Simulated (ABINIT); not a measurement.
Si:

```xyz
6
Lattice="2.8721 -5.9827 0.0000 2.8721 5.9827 0.0000 0.0000 0.0000 3.8469" Properties=species:S:1:pos:R:3 pbc="T T T"
Si    1.1850    2.3354    0.9617
Si    1.1850   -2.3354    2.8852
Si    4.5592    2.3354    0.9617
Si    4.5592   -2.3354    2.8852
Si    2.8721    0.6703    0.9617
Si    2.8721   -0.6703    2.8852
```

The cell was built by a generator and needn't be a form met in nature.

Base run:

| Item | Value |
| --- | --- |
| Program | ABINIT 10.8.3 (patched build) |
| Functional | BLYP |
| Potentials or basis | JTH PAW PBE v2.0 |
| Cutoff | 490 eV |
| k mesh | 5 × 5 × 7 |
| Occupations | fermi-dirac, width 0.05 eV |
| Spin | no spin polarisation |

Its results: band gap on the k mesh 0.62 eV, indirect (least direct gap 0.64 eV); pressure 2.8 GPa; largest force 0.067 eV/Å.

Q: The run is repeated on the same cell with these changes: functional from BLYP to PBEsol. What comes out?

A: Band gap on the k mesh 0.35 eV, direct; pressure -1.6 GPa; largest force 0.042 eV/Å.

PBEsol binds more tightly than BLYP, so the same cell stands under less pressure.

Caveats: the PAW data sets were made with another functional, which shifts forces and pressure a little; an odd mesh through Γ misses points on the zone boundary, where band edges often lie.
